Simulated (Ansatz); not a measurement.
**Trial structures of SnGe5: starts and ends**

The calculation used Ansatz 0.2.0, DFT PBE, scalar-relativistic, plane waves, PAW. All cells share a 420 eV cutoff and Γ-centred k meshes spaced at most about 0.3 Å⁻¹ (about 0.25 or finer for metals, 2π included). No spin polarisation in the final relaxations.

Each guess was relaxed in cell and atoms at zero pressure, within the symmetry of its start. Temperature and zero-point effects are left out. Coordination counts Ge atoms around Sn (those within 1.25 times the shortest such distance or 1.15 times the sum of covalent radii; a plus sign parts nearer from farther groups; the shortest distance is added where it is long for a bond). For orderings, «n of Z unlike» gives the unlike atoms among the Z nearest shared sites at the start, averaged over those sites.

```tsv
guess	made from	start group	V start (Å³/atom)	end group	V end (Å³/atom)	coordination at the end	gap on mesh (eV)	E over the lowest end (meV/atom)
1	Sn/Ge on fcc sites, 2.0 of 12 unlike	P-3m1	20.7	?	?	?	?	?
2	Sn/Ge on fcc sites, 4.0 of 12 unlike	Cmmm	20.7	Cmmm	20.8	Sn 12 from 3.1 Å	0	12
3	Sn/Ge on fcc sites, 2.7 of 12 unlike	P4/mmm	20.7	P4/mmm	20.6	Sn 8+2 from 3.2 Å	0	10
4	Sn/Ge on fcc sites, 3.3 of 12 unlike	Pmmm	20.7	Pmmm	20.8	Sn 10 from 3.2 Å	0	0
```

Guess 1 as it starts:

```yaml
crystal:
  lattice:
    - [3.08440, 0.00000, 0.00000]
    - [-1.54220, 2.67116, 0.00000]
    - [0.00000, 0.00000, 15.11039]
  atoms:
    - { symbol: Sn, position: [0.00000, 0.00000, 0.50000] }
    - { symbol: Ge, position: [0.66667, 0.33333, 0.66667] }
    - { symbol: Ge, position: [0.33333, 0.66667, 0.33333] }
    - { symbol: Ge, position: [0.66667, 0.33333, 0.16667] }
    - { symbol: Ge, position: [0.00000, 0.00000, 0.00000] }
    - { symbol: Ge, position: [0.33333, 0.66667, 0.83333] }
```

Problem. Predict the end of this guess and its energy over the lowest end.

Solution. It ends in Sn and Ge ordered on fcc sites, space group P-3m1 (No. 164), with a = 3.153 Å, c = 14.723 Å, 21.1 Å³/atom and no gap. It lies 24 meV/atom over the lowest end, above guess 2 and so the highest of the set. Counting Ge atoms around Sn, this end has Sn 6 from 3.3 Å and the lowest (guess 4) has Sn 10 from 3.2 Å.

```
Sn Ge
1.0
     3.15302    0.00000    0.00000
    -1.57651    2.73059    0.00000
     0.00000    0.00000   14.72252
Sn Ge
1 5
Direct
  0.00000 0.00000 0.50000
  0.66667 0.33333 0.68658
  0.33333 0.66667 0.31342
  0.66667 0.33333 0.16232
  0.00000 0.00000 0.00000
  0.33333 0.66667 0.83768
```

The zero of energy is the elements' standard structures at the same level; no fitted shifts are applied. The references include grey tin.

Problem. Is the lowest end bound against the elements?

Solution. No: its formation energy is +0.28 eV/atom. The separate elements lie lower, so it is unstable against them.

For metals, differences of a few meV/atom aren't resolved. Cells relaxed within their symmetry can be saddle points. A lower structure may well exist outside this small set. Some candidate types were left out of the draw beforehand, so a known form may be missing.
